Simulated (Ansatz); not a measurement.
Sn in Ansatz: convergence with xc grid

The system is Sn.

```
CELL_PARAMETERS angstrom
-1.72654 1.77555 2.33834
1.72654 -1.77555 2.33834
1.72654 1.77555 -2.33834
ATOMIC_POSITIONS crystal
Sn 0.00000 0.00000 0.00000
```

This isn't the form of Sn at room conditions, which is tetragonal (white tin).

- Program: Ansatz 0.2.0
- Task: convergence study
- Functional: PBE
- Potentials or basis: all-electron LAPW, scalar-relativistic
- Cutoff: 155 eV (chosen from the basis error)
- Basis error allowed: 0.001 eV/atom
- k mesh: 11 × 11 × 11
- Occupations: fermi-dirac, width 0.05 eV
- Spin: no spin polarisation

These are the settings of the first run; the series varies xc grid, with any setting tied to it.

Hardware: 1 thread of Arm Neoverse V1, on a shared host.

```csv
xc grid,"energy less the tightest run, at zero smearing (meV/atom)",SCF cycles,CPU time (s),peak memory (GiB)
1,0.00,7,13,0.34
2,0.00,7,13,0.34
3,0.00,7,13,0.34
4,0.00,7,14,0.34
```

Against the tightest run, the energy stays within 1 meV/atom from 1 on. The tightest run that finished is the yardstick and may itself not be fully converged.
